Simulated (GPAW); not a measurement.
# CdSe (Cadmoselite) (P6_3mc) in GPAW: settings compared

Aim: see how the results for CdSe (Cadmoselite) move with the level of theory and the settings. Levels: optPBE-vdW, PBE. Tasks: band structure.

Program: GPAW 26.7.0. These are calculated values, not measurements. Logs are shortened: lines on timing, memory, paths and dates and some standing lists are left out, and cuts for length are marked. The log counts tension as positive stress, the text compression.

**Experimental background.**

A printed reference work, data compilation reports, for a bulk crystal of CdSe at 2 K: band gap 1.841 eV.

The results are compared with them further down.

### Step 1. Starting point

It takes space group P6_3mc (No. 186, hexagonal). Conventional cell: a = 4.300 Å, b = 4.300 Å, c = 7.020 Å, α = 90.00°, β = 90.00°, γ = 120.00°. Cd (site symmetry 3m) is surrounded by 4 Se at 2.61 to 2.70 Å. Se (site symmetry 3m) has 4 Cd at 2.61 to 2.70 Å as nearest neighbours.

### Step 2. Band structure, optPBE-vdW, spin-orbit coupling, no magnetisation

Contents of run.py:

```python
import numpy as np
from ase.dft.bandgap import bandgap
from ase.io import read, write
from gpaw import GPAW, PW
from gpaw.spinorbit import soc_eigenstates

atoms = read('POSCAR')

calc = GPAW(mode=PW(600),
            xc={'name': 'optPBE-vdW', 'backend': 'libvdwxc'},
            kpts={'size': (5, 5, 3), 'gamma': True},
            occupations={'name': 'fermi-dirac', 'width': 0.05},
            nbands=31,
            convergence={'density': 1e-05, 'energy': 1e-05},
            maxiter=150,
            txt='gpaw.txt')
atoms.calc = calc
energy = atoms.get_potential_energy()
forces = atoms.get_forces()
calc.write('gs.gpw')
write('result.traj', atoms)
print(f'Energy: {energy:.6f} eV')
print('Forces (eV/A):')
print(forces.round(4))
print('Fermi level:', round(calc.get_fermi_level(), 4), 'eV')
print(f'Gap: {bandgap(calc)[0]:.4f} eV, direct: {bandgap(calc, direct=True)[0]:.4f} eV')

path = atoms.cell.bandpath('GMKGALHA,LM,KH', npoints=100, eps=1e-4)
bs_calc = calc.fixed_density(kpts=path, symmetry='off', nbands=52,
                             convergence={'bands': 'CBM+6.0', 'eigenstates': 1e-6}, txt='bands.txt')
bs = bs_calc.band_structure()
bs.write('bs.json')
print(f'Gap on the path: {bandgap(bs_calc)[0]:.4f} eV')

soc = soc_eigenstates(bs_calc, theta=0, phi=0)
np.savetxt('soc_bands.dat', soc.eigenvalues(), fmt='%.4f')
mesh = soc_eigenstates('gs.gpw', theta=0, phi=0)
np.savetxt('soc_mesh.dat', mesh.eigenvalues(), fmt='%.4f')
print('Fermi level with spin-orbit coupling:', round(mesh.fermi_level, 4), 'eV')
```

Contents of POSCAR:

```
CdSe
1.0
    4.3000000000      0.0000000000      0.0000000000
   -2.1500000000      3.7239092363      0.0000000000
    0.0000000000      0.0000000000      7.0200000000
Cd Se
2 2
Direct
    0.6666666667      0.3333333333      0.5000000000
    0.3333333333      0.6666666667      0.0000000000
    0.6666666667      0.3333333333      0.8850000000
    0.3333333333      0.6666666667      0.3850000000
```

Potentials or basis: GPAW PAW data sets (gpaw-data 1.2.1), pw.

On the command line:

```
> OMP_NUM_THREADS=1 python run.py
```

gpaw.txt:

```text
__  _  _
 | _ |_)|_||  |
 |__||  | ||/\| - 26.7.0

Input parameters:
  mode=PW(ecut=600.0),
  convergence={'density': 1e-05, 'energy': 1e-05},
  kpts=MonkhorstPack(size=(5, 5, 3), gamma=True),
  maxiter=150,
  nbands=31,
  occupations=Occupations(name='fermi-dirac', width=0.05),
  xc=XC(name='optPBE-vdW', backend='libvdwxc')

Diagonalizing LCAO Hamiltonian
Converting LCAO to pw mode

            Se

        Se  Cd

        Cd

Atoms  # Å, Bohr magnetons
|   | symbol |         x |        y |        z |    initial magnetic moments |
|---|--------|-----------|----------|----------|-----------------------------|
| 0 |     Cd |  2.150000 | 1.241303 | 3.510000 | ( 0.0000,  0.0000,  0.0000) |
| 1 |     Cd | -0.000000 | 2.482606 | 0.000000 | ( 0.0000,  0.0000,  0.0000) |
| 2 |     Se |  2.150000 | 1.241303 | 6.212700 | ( 0.0000,  0.0000,  0.0000) |
| 3 |     Se | -0.000000 | 2.482606 | 2.702700 | ( 0.0000,  0.0000,  0.0000) |

Unit cell  # Å
| periodic |         x |        y |        z |  lengths |     angles |
|----------|-----------|----------|----------|----------|------------|
|      yes |  4.300000 | 0.000000 | 0.000000 | 4.300000 |  90.000000 |
|      yes | -2.150000 | 3.723909 | 0.000000 | 4.300000 |  90.000000 |
|      yes |  0.000000 | 0.000000 | 7.020000 | 7.020000 | 120.000000 |

Number of symmetries: 6
Symmetry operations  # r_c * U_cc + t_c -> r_c
|   | kind |            matrix            |
|---|------|------------------------------|
| 0 |  σ   |  1, 1, 0,  0,-1, 0,  0, 0, 1 |
| 1 |  E   |  1, 0, 0,  0, 1, 0,  0, 0, 1 |
| 2 |  C3  |  0, 1, 0, -1,-1, 0,  0, 0, 1 |
| 3 |  σ   |  0,-1, 0, -1, 0, 0,  0, 0, 1 |
| 4 |  σ   | -1, 0, 0,  1, 1, 0,  0, 0, 1 |
| 5 |  C3  | -1,-1, 0,  1, 0, 0,  0, 0, 1 |

BZ-sampling:
  Number of BZ points: 75
  Number of IBZ points: 12

  Monkhorst-Pack size: [5, 5, 3]
  Monkhorst-Pack shift: [0, 0, 0]

K-points  # in reciprocal-cell coordinates
|     |                                coordinates |     weight |
|-----|--------------------------------------------|------------|
|   0 | (  0.00000000,   0.00000000,   0.00000000) | 0.01333333 |
|   1 | (  0.00000000,   0.00000000,   0.33333333) | 0.02666667 |
|   2 | (  0.20000000,   0.00000000,  -0.33333333) | 0.08000000 |
|   3 | (  0.20000000,   0.00000000,   0.00000000) | 0.08000000 |
|   4 | (  0.20000000,   0.00000000,   0.33333333) | 0.08000000 |
|   5 | (  0.40000000,  -0.20000000,   0.00000000) | 0.08000000 |
|   6 | (  0.40000000,  -0.20000000,   0.33333333) | 0.16000000 |
|   7 | (  0.40000000,   0.00000000,  -0.33333333) | 0.08000000 |
|   8 | (  0.40000000,   0.00000000,   0.00000000) | 0.08000000 |
|   9 | (  0.40000000,   0.00000000,   0.33333333) | 0.08000000 |
| ... |                                            |            |
|  11 | (  0.40000000,   0.40000000,   0.33333333) | 0.16000000 |

Plane wave coefficients: 3791
Cutoff: 600.0 eV

Spin-components: 1 (collinear spins)
Bands:           31
Projectors:      22
Spin-degeneracy: 2
Datatype:        complex128

Parallelization:
  kpt:    1
  domain: 1
  band:   1

Density:
  Valence electrons: 36.0
  Components: 1
  Grid points: [25 25 40]
  Charge: 0.0  # |e|

Potential:
  Grid points: [25 25 40]

species:
  Cd:
    name:    Cadmium
    Z:       48.0
    valence: 12
    core:    36
    charge:  0.0  # [|e|]
    compensation charges:
      type: gauss
      rc: 0.38  # [Å]
      lmax: 2
    cutoffs:
      filter: 2.12  # [Å]
      core: 2.62  # [Å]
    projectors
    | kind |    occ | energy [eV] | rcut [Å] |
    |------|--------|-------------|----------|
    |   5s |  2.000 |      -5.655 |    1.191 |
    |   5p |  0.000 |      -1.186 |    1.228 |
    |   4d | 10.000 |     -11.739 |    1.164 |
    |    s |        |      21.556 |    1.191 |
    |    p |        |      26.026 |    1.228 |
    |    d |        |      15.473 |    1.164 |

    Using partial waves for Cd as LCAO basis

  Se:
    name:    Selenium
    Z:       34.0
    valence: 6
    core:    28
    charge:  0.0  # [|e|]
    compensation charges:
      type: gauss
      rc: 0.27  # [Å]
      lmax: 2
    cutoffs:
      filter: 1.77  # [Å]
      core: 2.67  # [Å]
    projectors
    | kind |    occ | energy [eV] | rcut [Å] |
    |------|--------|-------------|----------|
    |   4s |  2.000 |     -17.277 |    0.847 |
    |   4p |  4.000 |      -6.512 |    1.005 |
    |    s |        |       9.935 |    0.847 |
    |    p |        |      20.699 |    1.005 |
    |    d |        |       0.000 |    0.847 |

    Using partial waves for Se as LCAO basis

Reference energy: -436553.300934  # eV

eigensolver:
  PPCG
  Converge bands: occupied
  niter=2

density mixing:
  MSR1-Mixer
  Pratt-step length: 0.05
  Maximum mixing coefficient: 0.75
  Old densities: 10
  SVD Regularization: 0.005
  Good broyden scale: 1.0
  Trust region scale: 1.0
  Backstep threshold: 4.0
  History deletion threshold: 6.0
  Fourier metric: weight=20.0, sigma=0.015

occupation numbers:
  Fermi-Dirac:
    width: 0.0500  # eV

poisson solver:
  ecut: 4800.0  # eV

xc functional:
  name: vdW-optPBE with libvdwxc
  Mode: serial
  Semilocal: GGA_X_OPTPBE_VDW+LDA_C_PW with 2 nearest neighbor stencil
  Corresponding non-local functional: vdW-DF
  Local blocksize: 50 x 50 x 80
  PAW datasets: PBE

convergence criteria:
[... 6 lines left out ...]
|iter     | |      energy | eigst |  dens |
|---------|-|-------------|-------|-------|
|iter:   1| |  -86.583797 | -0.57 |       |
|iter:   2| |  -86.430989 | -2.35 | -1.16 |
|iter:   3| |  -85.873729 | -1.47 | -1.20 |
|iter:   4| |  -85.875198 | -3.39 | -1.85 |
|iter:   5| |  -85.875717 | -3.91 | -2.28 |
|iter:   6| |  -85.875745 | -5.48 | -3.24 |
|iter:   7| |  -85.875752c| -6.56 | -3.62 |
|iter:   8| |  -85.875752c| -7.50c| -4.30 |
|iter:   9| |  -85.875752c| -7.83c| -4.72 |
|iter:  10| |  -85.875752c| -8.19c| -5.19c|

Converged in 10 steps
Energy contributions relative to reference atoms: (reference = -436553.300934)

Energy contributions:
  Kinetic:          56.888220
  Coulomb:         -51.286052
  Zero:             -0.068382
  External:          0.000000
  Xc:              -91.409520
  Entropy:          -0.000036
  Spinorbit:         0.000000
  ----------------------------
  Free energy:     -85.875770
  Extrapolated:    -85.875752

dipole moment: (0.000002, 0.000012, -18.259205)  # |e|*Ang

Fermi level: 3.970
Eigenvalues  # (at kpt = [0.000, 0.000, 0.000])
| band index |      eig [eV] | occ [0-2] |
|------------|---------------|-----------|
|          0 |        -8.984 |     2.000 |
|        ... |               |           |
|         10 |        -3.970 |     2.000 |
|         11 |        -3.691 |     2.000 |
|         12 |        -0.615 |     2.000 |
|         13 |         2.887 |     2.000 |
|         14 |         2.887 |     2.000 |
|         15 |         3.581 |     1.999 |
[... 8 lines left out ...]
|         24 |        10.607 |     0.000 |
|         25 |        11.266 |     0.000 |
|        ... |               |           |
|         30 |        14.569 |     0.000 |

Gap: 0.692 eV
Transition (v -> c):
  (s=0, k=0, n=17, [0.00, 0.00, 0.00]) -> (s=0, k=0, n=18, [0.00, 0.00, 0.00])
No difference between direct/indirect transitions

Forces  # eV/Ang
|        x |        y |        z |
|----------|----------|----------|
|  0.00000 |  0.00000 |  0.30868 |  # Cd   0
| -0.00000 |  0.00000 |  0.30861 |  # Cd   1
| -0.00000 | -0.00000 | -0.30862 |  # Se   2
| -0.00000 |  0.00000 | -0.30865 |  # Se   3

# Writing to gs.gpw (mode='')
```

It took 2.9 min on 1 thread of Arm Neoverse V2, shared host; peak memory 0.72 GiB.

What came out:

```
Free energy             : -85.8758 eV
Largest force           : 0.309 eV/Å
Band gap on the k mesh  : 0.57 eV, direct
Band gap along the path : 0.57 eV, direct
```

Forces on the atoms (eV/Å):
```
Cd   0.000  0.000  0.309
Cd   0.000  0.000  0.309
Se   0.000  0.000 -0.309
Se   0.000  0.000 -0.309
```

Levels at the corners of the path, in eV from the valence-band top:
| point | band 32 | band 33 | band 34 | band 35 | band 36 | band 37 | band 38 | band 39 | band 40 | band 41 |
| --- | --- | --- | --- | --- | --- | --- | --- | --- | --- | --- |
| Γ | -0.38 | -0.01 | -0.01 | 0.00 | 0.00 | 0.57 | 0.57 | 2.00 | 2.00 | 5.53 |
| M | -1.97 | -1.39 | -1.39 | -0.92 | -0.92 | 3.08 | 3.08 | 3.19 | 3.19 | 4.65 |
| K | -2.00 | -1.94 | -1.90 | -1.80 | -1.80 | 4.23 | 4.23 | 4.50 | 4.69 | 4.73 |
| Γ | -0.38 | -0.01 | -0.01 | 0.00 | 0.00 | 0.57 | 0.57 | 2.00 | 2.00 | 5.53 |
| A | -0.62 | -0.37 | -0.37 | -0.37 | -0.37 | 2.21 | 2.21 | 2.21 | 2.21 | 5.68 |
| L | -1.55 | -1.36 | -1.36 | -1.36 | -1.36 | 2.85 | 2.85 | 2.86 | 2.86 | 4.68 |
| H | -2.57 | -1.21 | -1.21 | -1.15 | -1.15 | 3.65 | 3.65 | 3.72 | 3.72 | 5.69 |
| A | -0.62 | -0.37 | -0.37 | -0.37 | -0.37 | 2.21 | 2.21 | 2.21 | 2.21 | 5.68 |
| L | -1.55 | -1.36 | -1.36 | -1.36 | -1.36 | 2.85 | 2.85 | 2.86 | 2.86 | 4.68 |
| M | -1.97 | -1.39 | -1.39 | -0.92 | -0.92 | 3.08 | 3.08 | 3.19 | 3.19 | 4.65 |
| K | -2.00 | -1.94 | -1.90 | -1.80 | -1.80 | 4.23 | 4.23 | 4.50 | 4.69 | 4.73 |
| H | -2.57 | -1.21 | -1.21 | -1.15 | -1.15 | 3.65 | 3.65 | 3.72 | 3.72 | 5.69 |

Caveat: spin-orbit coupling was added after a scalar SCF, so levels and gaps hold it while energy, forces, pressure and moments don't; this program's spin-orbit splittings come out too wide for heavy elements; the PAW data sets were made with another functional, which shifts forces and pressure a little.

### Step 3. Band structure, PBE

Contents of run.py:

```python
from ase.dft.bandgap import bandgap
from ase.io import write
from ase.spacegroup import crystal
from ase.units import GPa
from gpaw import GPAW, PW, setup_paths

setup_paths.insert(0, '.')

# Cd 2b
# Se 2b
atoms = crystal(['Cd', 'Se'],
                basis=[[0.6666666667, 0.3333333333, 0.5],
                       [0.6666666667, 0.3333333333, 0.885]],
                spacegroup=186, setting=1,  # P6_3mc
                cellpar=[4.3, 4.3, 7.02, 90.0, 90.0, 120.0],
                primitive_cell=True)

calc = GPAW(mode=PW(600),
            xc='PBE',
            kpts={'size': (5, 5, 3), 'gamma': True},
            occupations={'name': 'fermi-dirac', 'width': 0.05},
            setups={'Cd': 'jth', 'Se': 'jth'},
            nbands=-13,
            convergence={'density': 1e-05, 'energy': 1e-05},
            maxiter=150,
            txt='gpaw.txt')
atoms.calc = calc
energy = atoms.get_potential_energy()
forces = atoms.get_forces()
stress = atoms.get_stress()
calc.write('gs.gpw')
write('result.traj', atoms)
print(f'Energy: {energy:.6f} eV')
print('Forces (eV/A):')
print(forces.round(4))
print('Stress (GPa):', (stress / GPa).round(3))
print('Fermi level:', round(calc.get_fermi_level(), 4), 'eV')
print(f'Gap: {bandgap(calc)[0]:.4f} eV, direct: {bandgap(calc, direct=True)[0]:.4f} eV')

path = atoms.cell.bandpath('GMKGALHA,LM,KH', npoints=80, eps=1e-4)
bs_calc = calc.fixed_density(kpts=path, symmetry='off', nbands=-30,
                             convergence={'bands': 'CBM+6.0', 'eigenstates': 1e-6}, txt='bands.txt')
bs = bs_calc.band_structure()
bs.write('bs.json')
print(f'Gap on the path: {bandgap(bs_calc)[0]:.4f} eV')
```

Potentials or basis: JTH PAW 2.0, PBE, pw.

On the command line:

```
> OMP_NUM_THREADS=1 python run.py
```

gpaw.txt:

```text
__  _  _
 | _ |_)|_||  |
 |__||  | ||/\| - 26.7.0

Input parameters:
  mode=PW(ecut=600.0),
  convergence={'density': 1e-05, 'energy': 1e-05},
  kpts=MonkhorstPack(size=(5, 5, 3), gamma=True),
  maxiter=150,
  nbands=-13,
  occupations=Occupations(name='fermi-dirac', width=0.05),
  setups={'Cd': 'jth', 'Se': 'jth'},
  xc=XC(name='PBE')

Diagonalizing LCAO Hamiltonian
Converting LCAO to pw mode

            Se

        Se  Cd

        Cd

Atoms  # Å, Bohr magnetons
|   | symbol |         x |        y |        z |    initial magnetic moments |
|---|--------|-----------|----------|----------|-----------------------------|
| 0 |     Cd |  2.150000 | 1.241303 | 3.510000 | ( 0.0000,  0.0000,  0.0000) |
| 1 |     Cd | -0.000000 | 2.482606 | 0.000000 | ( 0.0000,  0.0000,  0.0000) |
| 2 |     Se |  2.150000 | 1.241303 | 6.212700 | ( 0.0000,  0.0000,  0.0000) |
| 3 |     Se | -0.000000 | 2.482606 | 2.702700 | ( 0.0000,  0.0000,  0.0000) |

Unit cell  # Å
| periodic |         x |        y |        z |  lengths |     angles |
|----------|-----------|----------|----------|----------|------------|
|      yes |  4.300000 | 0.000000 | 0.000000 | 4.300000 |  90.000000 |
|      yes | -2.150000 | 3.723909 | 0.000000 | 4.300000 |  90.000000 |
|      yes |  0.000000 | 0.000000 | 7.020000 | 7.020000 | 120.000000 |

Number of symmetries: 6
Symmetry operations  # r_c * U_cc + t_c -> r_c
|   | kind |            matrix            |
|---|------|------------------------------|
[... 140 lines left out ...]
|iter:   1| |  -10.193036 | -0.40 |       |
|iter:   2| |  -10.039341 | -2.30 | -1.18 |
|iter:   3| |   -9.478615 | -1.56 | -1.22 |
|iter:   4| |   -9.477009 | -3.43 | -1.84 |
|iter:   5| |   -9.476853 | -3.81 | -2.22 |
|iter:   6| |   -9.476913c| -4.75 | -3.29 |
|iter:   7| |   -9.476950c| -5.05 | -3.53 |
|iter:   8| |   -9.476966c| -5.34 | -3.97 |
|iter:   9| |   -9.476976c| -5.54 | -4.76 |
|iter:  10| |   -9.476981c| -5.66 | -4.82 |
|iter:  11| |   -9.476984c| -5.95 | -4.97 |
|iter:  12| |   -9.476985c| -6.31 | -5.18c|
|iter:  13| |   -9.476985c| -6.77 | -5.40c|
|iter:  14| |   -9.476985c| -7.37 | -5.68c|
|iter:  15| |   -9.476985c| -7.62c| -6.09c|

Converged in 15 steps
Energy contributions relative to reference atoms: (reference = -436721.921297)

Energy contributions:
  Kinetic:          22.153727
  Coulomb:         -16.987019
  Zero:             -0.131587
  External:          0.000000
  Xc:              -14.512087
  Entropy:          -0.000036
  Spinorbit:         0.000000
  ----------------------------
  Free energy:      -9.477003
  Extrapolated:     -9.476985

dipole moment: (0.002183, 0.003782, -23.226786)  # |e|*Ang

Fermi level: 2.775
Eigenvalues  # (at kpt = [0.000, 0.000, 0.000])
| band index |      eig [eV] | occ [0-2] |
|------------|---------------|-----------|
|          0 |       -10.201 |     2.000 |
|        ... |               |           |
|         10 |        -5.066 |     2.000 |
|         11 |        -4.789 |     2.000 |
|         12 |        -1.844 |     2.000 |
|         13 |         1.683 |     2.000 |
|         14 |         1.683 |     2.000 |
|         15 |         2.389 |     1.999 |
[... 8 lines left out ...]
|         24 |         9.396 |     0.000 |
|         25 |        10.105 |     0.000 |
|        ... |               |           |
|         30 |        13.452 |     0.000 |

Gap: 0.692 eV
Transition (v -> c):
  (s=0, k=0, n=17, [0.00, 0.00, 0.00]) -> (s=0, k=0, n=18, [0.00, 0.00, 0.00])
No difference between direct/indirect transitions

Forces  # eV/Ang
|        x |       y |        z |
|----------|---------|----------|
| -0.00000 | 0.00000 |  0.28640 |  # Cd   0
|  0.00000 | 0.00000 |  0.28633 |  # Cd   1
| -0.00000 | 0.00000 | -0.28511 |  # Se   2
|  0.00000 | 0.00000 | -0.28517 |  # Se   3

Stress tensor  # eV/Ang^3
|         x |         y |         z |
|-----------|-----------|-----------|
| -0.029769 |  0.000000 | -0.000000 |
|  0.000000 | -0.029769 | -0.000000 |
| -0.000000 | -0.000000 | -0.017418 |

# Writing to gs.gpw (mode='')
```

bands.txt:

```text
Diagonalizing LCAO Hamiltonian
Converting LCAO to pw mode
convergence criteria:
- Maximum integral of absolute [eigenst]ate change: 1e-06 eV^2 / valence electron
maximum number of iterations: 150

SCF iterations
|iter     | |      energy | eigst |  dens |
|---------|-|-------------|-------|-------|
|iter:   1| |             | +0.81 |       |
[... 94 lines left out ...]
         [0.33333333, 0.33333333, 0.        ],
         [0.33333333, 0.33333333, 0.08333333],
         [0.33333333, 0.33333333, 0.16666667],
         [0.33333333, 0.33333333, 0.25      ],
         [0.33333333, 0.33333333, 0.33333333],
         [0.33333333, 0.33333333, 0.41666667],
         [0.33333333, 0.33333333, 0.5       ]])),
  maxiter=150,
  nbands=-30,
  occupations=Occupations(name='fermi-dirac', width=0.05),
  setups={'Cd': 'jth', 'Se': 'jth'},
  symmetry=Symmetry(point_group=False, time_reversal=False),
  xc=XC(name='PBE')
```

It took 4.9 min on 1 thread of Arm Neoverse V1, shared host; peak memory 0.53 GiB.

Results:

| Property | Result |
| --- | --- |
| Free energy | -9.4770 eV |
| Pressure | 4.1 GPa |
| Largest force | 0.286 eV/Å |
| Band gap on the k mesh | 0.69 eV, direct |
| Band gap along the path | 0.69 eV, direct |

Forces on the atoms (eV/Å):
```
Cd   0.000  0.000  0.286
Cd   0.000  0.000  0.286
Se   0.000  0.000 -0.285
Se   0.000  0.000 -0.285
```

Levels at the corners of the path, in eV from the valence-band top:
| point | band 14 | band 15 | band 16 | band 17 | band 18 | band 19 | band 20 | band 21 | band 22 | band 23 |
| --- | --- | --- | --- | --- | --- | --- | --- | --- | --- | --- |
| Γ | -0.72 | -0.72 | -0.01 | 0.00 | 0.00 | 0.69 | 2.11 | 5.88 | 5.88 | 6.13 |
| M | -3.72 | -2.57 | -1.86 | -1.24 | -0.84 | 3.22 | 3.30 | 4.81 | 6.14 | 6.66 |
| K | -3.86 | -3.07 | -1.79 | -1.79 | -1.79 | 4.39 | 4.78 | 4.78 | 7.06 | 7.06 |
| Γ | -0.72 | -0.72 | -0.01 | 0.00 | 0.00 | 0.69 | 2.11 | 5.88 | 5.88 | 6.13 |
| A | -2.57 | -0.38 | -0.38 | -0.38 | -0.38 | 2.32 | 2.32 | 5.82 | 5.82 | 6.26 |
| L | -4.24 | -1.38 | -1.38 | -1.30 | -1.30 | 2.98 | 2.98 | 4.79 | 4.79 | 7.76 |
| H | -4.14 | -2.49 | -2.49 | -1.06 | -1.06 | 3.79 | 3.79 | 5.92 | 5.92 | 6.21 |
| A | -2.57 | -0.38 | -0.38 | -0.38 | -0.38 | 2.32 | 2.32 | 5.82 | 5.82 | 6.26 |
| L | -4.24 | -1.38 | -1.38 | -1.30 | -1.30 | 2.98 | 2.98 | 4.79 | 4.79 | 7.76 |
| M | -3.72 | -2.57 | -1.86 | -1.24 | -0.84 | 3.22 | 3.30 | 4.81 | 6.14 | 6.66 |
| K | -3.86 | -3.07 | -1.79 | -1.79 | -1.79 | 4.39 | 4.78 | 4.78 | 7.06 | 7.06 |
| H | -4.14 | -2.49 | -2.49 | -1.06 | -1.06 | 3.79 | 3.79 | 5.92 | 5.92 | 6.21 |

Caveat: the program truncates these outside data sets.

### Step 4. How close it comes

Step 2. A measured gap of CdSe is 1.841 eV (2 K; a printed reference work, data compilation); the calculated 0.57 eV misses it by -1.27 eV. So large a miss can be the level of theory's own, or it may mean another phase, state or a wrong row. The value is that of optPBE-vdW, without temperature or zero-point motion.

Step 3. Against the measured gap of CdSe, 1.841 eV (2 K; a printed reference work, data compilation), the calculated 0.69 eV is off by -1.15 eV. So large a miss can be the level of theory's own, or it may mean another phase, state or a wrong row. Spin-orbit coupling on Cd, Se is left out. The value is that of PBE, without temperature or zero-point motion. Semilocal functionals fall short of measured gaps as a rule.
